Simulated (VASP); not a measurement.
## CuO (Tenorite): zone-centre modes, functional by functional

Aim: the vibrations of CuO (Tenorite) at the zone centre, at several levels of theory. The starting structure is a measured crystal structure from the Crystallography Open Database. These runs hold a net moment, 2.0 μB a cell; another magnetic start ends lower, as told below, so these aren't the modes of the lowest state.

Method: Kohn-Sham DFT with plane waves and PAW; LDA+U (Cu d 7 eV), PBEsol+U (Cu d 7 eV) and PBE+U (Cu d 7 eV), in VASP 6.6.1.

**1. Set-up**

The structure is monoclinic, space group C2/c (No. 15). The conventional cell has a = 4.683 Å, b = 3.421 Å, c = 5.129 Å, α = 90.00°, β = 99.57°, γ = 90.00°. Nearest to Cu lie 4 O at 1.95 to 1.96 Å. Nearest to O lie 4 Cu at 1.95 to 1.96 Å. Farther neighbours and most contacts between anions are not listed.

Coordinates:

```xyz
4
Lattice="2.3417 -1.7104 0.0000 2.3417 1.7104 0.0000 -0.8525 0.0000 5.0581" Properties=species:S:1:pos:R:3 pbc="T T T"
Cu    0.7446   -0.8552    2.5290
Cu    1.1708    0.8552    0.0000
O     1.7023    0.2808    3.7935
O     2.1285   -0.2808    1.2645
```

**2. Modes with LDA+U (Cu d 7 eV)**

LDA, the lowest rung, knows the local density alone. The U is chosen by hand, not computed for this crystal, and pushes the named shell towards whole occupations. The cell comes from a relaxation at this level, not shown (38.53 Å³).

File INCAR:

```
SYSTEM = CuO
PREC = Accurate
ENCUT = 520
EDIFF = 1E-08
NELM = 100
ISMEAR = 0
SIGMA = 0.03
LREAL = .FALSE.
ALGO = Normal
GGA = CA
NBANDS = 26
ISPIN = 2
MAGMOM = 0.6 0.6 0 0
LDAU = .TRUE.
LDAUTYPE = 2
LDAUL = 2 -1
LDAUU = 7 0
LDAUJ = 0 0
LDAUPRINT = 1
LASPH = .TRUE.
LMAXMIX = 4
LORBIT = 11
LWAVE = .FALSE.
LCHARG = .FALSE.
KPAR = 8
IBRION = 6
NFREE = 2
POTIM = 0.015
NSW = 1
ISIF = 2
```

File POSCAR:

```
CuO
1.0
    2.2117167512     -1.7378806317      0.0576461794
    2.2117167512      1.7378806317      0.0576461794
   -0.6819469147      0.0000000000      4.9948671171
Cu O
2 2
Direct
    0.5000000000      0.0000000000      0.5000000000
    0.0000000000      0.5000000000      0.0000000000
    0.4488058332      0.5511941668      0.7500000000
    0.5511941668      0.4488058332      0.2500000000
```

File KPOINTS:

```
Automatic mesh
0
Gamma
12 12 6
0 0 0
```

PAW data sets: Cu and O (LDA family, release 64).

The run is started by

```sh
> mpirun -np 8 vasp_std
```

What it wrote:

```text
[banner, memory and clock lines left out]
running    8 mpi-ranks, on    1 nodes
 distrk:  each k-point on    1 cores,    8 groups
 distr:  one band on    1 cores,    1 groups

 POSCAR found type information on POSCAR CuO
 POSCAR found :  2 types and       4 ions
|                                                                             |
|           W    W    AA    RRRRR   N    N  II  N    N   GGGG   !!!           |
|           W    W   A  A   R    R  NN   N  II  NN   N  G    G  !!!           |
|           W    W  A    A  R    R  N N  N  II  N N  N  G       !!!           |
|           W WW W  AAAAAA  RRRRR   N  N N  II  N  N N  G  GGG   !            |
|           WW  WW  A    A  R   R   N   NN  II  N   NN  G    G                |
|           W    W  A    A  R    R  N    N  II  N    N   GGGG   !!!           |
|                                                                             |
|     For optimal performance we recommend to set                             |
|       NCORE = 2 up to number-of-cores-per-socket                            |
|     NCORE specifies how many cores store one orbital (NPAR=cpu/NCORE).      |
|     This setting can greatly improve the performance of VASP for DFT.       |
|     The default, NCORE=1 might be grossly inefficient on modern             |
|     multi-core architectures or massively parallel machines. Do your        |
|     Unfortunately you need to use the default for GW and RPA                |
|     calculations (for HF NCORE is supported but not extensively tested      |
|     yet).                                                                   |
|                                                                             |

 LDA part: xc-table for (Slater(with rela. corr.)+CA(PZ))
 , standard interpolation
 POSCAR, INCAR and KPOINTS ok, starting setup
 FFT: planning ... GRIDC
 FFT: planning ... GRID_SOFT
 FFT: planning ... GRID
 WAVECAR not read
 entering main loop
       N       E                     dE             d eps       ncg     rms          rms(c)
DAV:   1     0.294813700486E+03    0.29481E+03   -0.16203E+04 27484   0.217E+03
DAV:   2     0.164067175468E+02   -0.27841E+03   -0.25556E+03 25450   0.399E+02
DAV:   3    -0.207444685153E+02   -0.37151E+02   -0.35292E+02 27982   0.157E+02
DAV:   4    -0.219384400540E+02   -0.11940E+01   -0.11851E+01 31928   0.302E+01
DAV:   5    -0.219597872087E+02   -0.21347E-01   -0.21339E-01 31008   0.390E+00    0.137E+01
DAV:   6    -0.194611456860E+02    0.24986E+01   -0.16049E+01 36196   0.138E+02    0.576E+00
DAV:   7    -0.192046113245E+02    0.25653E+00   -0.42340E+00 35416   0.614E+01    0.267E+00
DAV:   8    -0.193263960973E+02   -0.12178E+00   -0.43001E-01 37538   0.920E+00    0.225E+00
DAV:   9    -0.193145416143E+02    0.11854E-01   -0.28073E-01 39472   0.282E+01    0.170E+00
DAV:  10    -0.193501593273E+02   -0.35618E-01   -0.84761E-02 37642   0.447E+00    0.102E+00
DAV:  11    -0.193451477631E+02    0.50116E-02   -0.28668E-02 40504   0.622E+00    0.116E-01
DAV:  12    -0.193462374304E+02   -0.10897E-02   -0.79640E-03 37688   0.110E+00    0.105E-01
DAV:  13    -0.193461727011E+02    0.64729E-04   -0.28915E-04 35402   0.211E-01    0.768E-02
DAV:  14    -0.193461647364E+02    0.79648E-05   -0.12751E-04 41332   0.385E-01    0.295E-02
DAV:  15    -0.193461960678E+02   -0.31331E-04   -0.57675E-05 39726   0.236E-01    0.801E-03
DAV:  16    -0.193461983965E+02   -0.23287E-05   -0.10570E-05 39422   0.434E-02    0.234E-03
DAV:  17    -0.193461986568E+02   -0.26024E-06   -0.38738E-07 41530   0.176E-02    0.124E-03
DAV:  18    -0.193461986980E+02   -0.41246E-07   -0.10805E-07 39878   0.101E-02    0.521E-04
DAV:  19    -0.193461987125E+02   -0.14494E-07   -0.16520E-08 20018   0.357E-03    0.410E-04
DAV:  20    -0.193461987165E+02   -0.40054E-08   -0.11447E-08 18422   0.246E-03
   1 F= -.19346199E+02 E0= -.19346199E+02  d E =-.157238E-11  mag=     2.0000
[... from here on, the cycles between the ionic steps are left out ...]
   2 F= -.19344761E+02 E0= -.19344761E+02  d E =-.158810E-11  mag=     2.0000
   3 F= -.19344761E+02 E0= -.19344761E+02  d E =-.160017E-11  mag=     2.0000
   4 F= -.19345108E+02 E0= -.19345108E+02  d E =-.154177E-11  mag=     2.0000
   5 F= -.19345108E+02 E0= -.19345108E+02  d E =-.154739E-11  mag=     2.0000
   6 F= -.19343848E+02 E0= -.19343848E+02  d E =-.176914E-11  mag=     2.0000
   7 F= -.19343848E+02 E0= -.19343848E+02  d E =-.177086E-11  mag=     2.0000
   8 F= -.19344962E+02 E0= -.19344962E+02  d E =-.334037E-12  mag=     2.0000
   9 F= -.19344962E+02 E0= -.19344962E+02  d E =-.339684E-12  mag=     2.0000
  10 F= -.19345303E+02 E0= -.19345303E+02  d E =-.469130E-14  mag=     2.0000
  11 F= -.19345326E+02 E0= -.19345326E+02  d E =-.362502E-11  mag=     2.0000
  12 F= -.19343825E+02 E0= -.19343825E+02  d E =-.211527E-13  mag=     2.0000
 Finite differences progress:
  Degree of freedom:   6/  6
  Displacement:        1/  2
  Total:              11/ 12
 bond charge predicted
       N       E                     dE             d eps       ncg     rms          rms(c)
DAV:   1    -0.193395620898E+02    0.42630E-02   -0.25663E+00 58294   0.860E+00    0.253E-01
DAV:   2    -0.193441041409E+02   -0.45421E-02   -0.58561E-02 68702   0.374E+00    0.150E-01
DAV:   3    -0.193438961616E+02    0.20798E-03   -0.16071E-03 69796   0.124E+00    0.664E-02
DAV:   4    -0.193438242795E+02    0.71882E-04   -0.34806E-04 66082   0.227E-01    0.264E-02
DAV:   5    -0.193438244964E+02   -0.21697E-06   -0.71597E-05 71590   0.386E-01    0.126E-02
DAV:   6    -0.193438253066E+02   -0.81013E-06   -0.70615E-06 69306   0.665E-02    0.760E-03
DAV:   7    -0.193438250892E+02    0.21739E-06   -0.93759E-07 71960   0.848E-02    0.450E-03
DAV:   8    -0.193438250625E+02    0.26685E-07   -0.78743E-07 69984   0.450E-02    0.124E-03
DAV:   9    -0.193438250900E+02   -0.27516E-07   -0.11290E-07 71602   0.843E-03    0.585E-04
DAV:  10    -0.193438251055E+02   -0.15494E-07   -0.92554E-09 28096   0.289E-03    0.353E-04
DAV:  11    -0.193438251124E+02   -0.69044E-08   -0.49408E-09 25792   0.240E-03
  13 F= -.19343825E+02 E0= -.19343825E+02  d E =-.218104E-13  mag=     2.0000
 Finite differences progress:
  Degree of freedom:   6/  6
  Displacement:        2/  2
  Total:              12/ 12
```

The job ended after 11 min (8 MPI ranks of Intel Xeon 6975P-C (Granite Rapids), shared host; peak memory 8.8 GiB).

Lines that name or quote the potential files are left out of all logs, and their timing lines are given in words.

(Continued in part 2 of 3.)

[Lines on the potential files, build, host, timing and source positions are cut from VASP's logs without a mark.]

[Logs are printed without paths, hosts, clocks, repeated set-up lines and the standing remarks that a program may print on its own settings, such as how far it seeks lower states.]

[Hosts, paths, dates, database ids (printed as entryN), source tags and the programs' standing remarks are cut or masked in the printed files.]
